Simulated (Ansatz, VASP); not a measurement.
**Y in VASP and in Ansatz**

The input INCAR:

```
SYSTEM = Y
  ALGO = Normal
  EDIFF = 1E-7
  ENCUT = 520
  GGA = PE
  ISIF = 2
  ISMEAR = -1
  LASPH = .TRUE.
  LCHARG = .FALSE.
  LREAL = .FALSE.
  LWAVE = .FALSE.
  NBANDS = 12
  NELM = 60
  PREC = Accurate
  SIGMA = 0.03
```

Contents of KPOINTS:

```
k-points
0
G
  14 14 14
  0 0 0
```

The input POSCAR:

```
Y
1.0
    0.0000000000      2.4347030121      2.4347030121
    2.4347030121      0.0000000000      2.4347030121
    2.4347030121      2.4347030121      0.0000000000
Y
1
Direct
    0.0000000000      0.0000000000      0.0000000000
```

Input for Ansatz:

```yaml
crystal:
  lattice:
    - [0.0, 2.4347030121, 2.4347030121]
    - [2.4347030121, 0.0, 2.4347030121]
    - [2.4347030121, 2.4347030121, 0.0]
  atoms:
    - { symbol: "Y", position: [0.0, 0.0, 0.0] }
kpoints:
  mp_grid: { grid: [14, 14, 14] }
scf:
  occupations: { method: fermi_dirac, width: 0.03 }
hamiltonian:
  xc: pbe
  pseudopotentials: { kind: all_electron, lapw: { basis_error: 0.001 } }
output:
  forces: true
  stress: true
  eigenvalues: true
```

Change from the starting cell: volume scaled by 0.9405.

Alike in both runs: task single point; functional PBE; k mesh 14 × 14 × 14; occupations fermi-dirac, width 0.03 eV; no spin polarisation.

```csv
,VASP,Ansatz
version,VASP 6.6.1,Ansatz 0.2.0
potentials or method,"VASP PAW PBE potentials, release 64 (Y_sv)","all-electron LAPW, scalar-relativistic"
plane-wave cutoff (eV),520,see its input
```

```csv
,VASP,Ansatz,Ansatz less VASP
pressure (GPa),5.3,5.5,+0.18
```

Ansatz ran all-electron here, so the differences hold the error of VASP's frozen core and of both bases.
